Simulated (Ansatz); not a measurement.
# CaO: energy against volume in PBE, exact exchange and the RPA

One table from this session's results is given with a row withheld; the runs are named, their logs left out.

The runs shown are made with Ansatz 0.2.0. PBE orbitals, norm-conserving pseudopotentials, plane waves. No spin polarisation. The prototype was imposed, so other structures may be more stable.

## The system as given

The cell was relaxed beforehand with r2SCAN; volume changes: +0 %, -5 %, +5 %, -10 %, +10 %.

It is cubic, Pm-3m (No. 221); a = 2.903 Å in the conventional setting, 12.24 Å³ an atom. Ca has 8 O at 2.51 Å; O has 8 Ca at 2.51 Å.

The structure in full:

```
Ca O
1.0
     2.90321    0.00000    0.00000
     0.00000    2.90321    0.00000
     0.00000    0.00000    2.90321
Ca O
1 1
Direct
  0.00000 0.00000 0.00000
  0.50000 0.50000 0.50000
```

Set-up of the first run:

input.yaml

```yaml
crystal:
  lattice:
    - [2.9032089634, 0.0, 0.0]
    - [0.0, 2.9032089634, 0.0]
    - [0.0, 0.0, 2.9032089634]
  atoms:
    - { symbol: Ca, position: [0.0, 0.0, 0.0] }
    - { symbol: O, position: [0.5, 0.5, 0.5] }
kpoints:
  mp_grid: { grid: [6, 6, 6] }
hamiltonian:
  xc: pbe
  pseudopotentials: { kind: nc }
scf:
  occupations: { method: fixed }
output:
  rpa_energy:
    ecut_chi_ladder: [212, 238, 263, 292, 321]
    long_wavelength: optical_limit
basis:
  ecutwfc: 1240.0
```

Steps of the session up to this table: The unscaled cell; Volume -5 %; Volume +5 %; Volume -10 %; Volume +10 %.

One table of the session follows, with a row left open; its other results are not shown here.

It belongs to the step «The three curves». Energies in meV/atom from the unscaled cell:

```
volume (Å³/atom)   PBE  exact exchange  EXX+RPA  RPA correlation
          11.012  82.8           105.7     64.4            -41.4
          11.623  26.2            34.8     16.7            -18.1
          12.235   0.0             0.0      0.0              0.0
          12.847     ?               ?        ?                ?
          13.459  12.5             8.3     33.6             25.3
```

**Question.** Estimate the row for volume (Å³/atom) = 12.847.

Worked estimate for «PBE». A straight line through the neighbours (12.235, 0.0) and (13.459, 12.5) gives 0.0 + (12.5 − 0.0) × (12.847 − 12.235) / (13.459 − 12.235) = 6.2; a parabola fitted to 3 rows on both sides gives -4.6.

**Answer.** PBE: -2.8; exact exchange: -6.9; EXX+RPA: 8.2; RPA correlation: 15.1. In «PBE» the line misses by +9.0 and the parabola by -1.8.

To keep in mind: The curve is too rough to resolve B₀ and B₀′ of EXX+RPA; its minimum, near 12.3 Å³/atom, is a rough guide.
